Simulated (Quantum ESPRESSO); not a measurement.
# KCl: electronic dielectric constant by level of theory

It takes space group Fm-3m (No. 225, cubic). Conventional cell: a = 6.293 Å, b = 6.293 Å, c = 6.293 Å, α = 90.00°, β = 90.00°, γ = 90.00°. K (site symmetry m-3m) has 6 Cl at 3.15 Å as nearest neighbours. Around Cl (site symmetry m-3m) lie 6 K at 3.15 Å.

```csv
rung,level,program and potentials,cutoff (eV),k mesh,task,core time,chip,electronic dielectric constant,miss,notes
GGA,PBE,"Quantum ESPRESSO, JTH 2.0 PBE",707,"4 × 4 × 4, shifted",phonons,2.2 min,Intel Xeon 6975P-C Granite Rapids,2.32,+5.9 %,-
LDA,LDA,"Quantum ESPRESSO, GBRV 1.5 LDA",612,"6 × 6 × 6, shifted",dielectric tensor,2.9 min,Arm Neoverse V2,(a),?,-
GGA,PBE,"Quantum ESPRESSO, GBRV 1.5 PBE",612,"6 × 6 × 6, shifted",dielectric tensor,3 min,Arm Neoverse V2,2.32,+5.9 %,-
GGA,PBEsol,"Quantum ESPRESSO, GBRV 1.5 PBEsol",612,"6 × 6 × 6, shifted",dielectric tensor,3 min,Arm Neoverse V2,2.36,+7.8 %,-
GGA,BLYP,"Quantum ESPRESSO, GBRV 1.5 PBE",612,"6 × 6 × 6, shifted",dielectric tensor,3.2 min,Arm Neoverse V2,2.31,+5.5 %,potentials made for PBE
GGA,AM05,"Quantum ESPRESSO, GBRV 1.5 PBE",612,"6 × 6 × 6, shifted",dielectric tensor,3.2 min,Arm Neoverse V2,2.33,+6.4 %,potentials made for PBE
GGA,PBE,"Quantum ESPRESSO, SSSP 1.3 efficiency PBE",816,"4 × 4 × 4, shifted",phonons,4 min,Intel Xeon 6975P-C Granite Rapids,2.32,+5.9 %,-
LDA,LDA,"Quantum ESPRESSO, GBRV 1.5 LDA",612,"4 × 4 × 4, shifted",phonons,4.6 min,Arm Neoverse V1,2.51,+14.6 %,cell relaxed first (27.96 Å³/atom)
```

Times are single runs on shared hosts and different chips, so they are rough; meshes, cutoffs and the tasks' sizes weigh on the time. All rows: no spin polarisation. The cell comes from a database and isn't always the measured one. Meshes differ between rows, which moves values too. All levels ran on this one cell, unrelaxed unless noted. Meshes are those of the run's cell of 2 atoms unless a note names another. Misses use the values as printed. Runs on faulty files, with rough fits or with known faults for this quantity aren't shown. No row holds spin-orbit coupling.

Measured: 2.19 at 80 K (a printed reference work). The runs are for a static lattice.

**Question.** Estimate the value left out from the other rows.

**Answer.** (a) 2.40, miss +9.6 %.
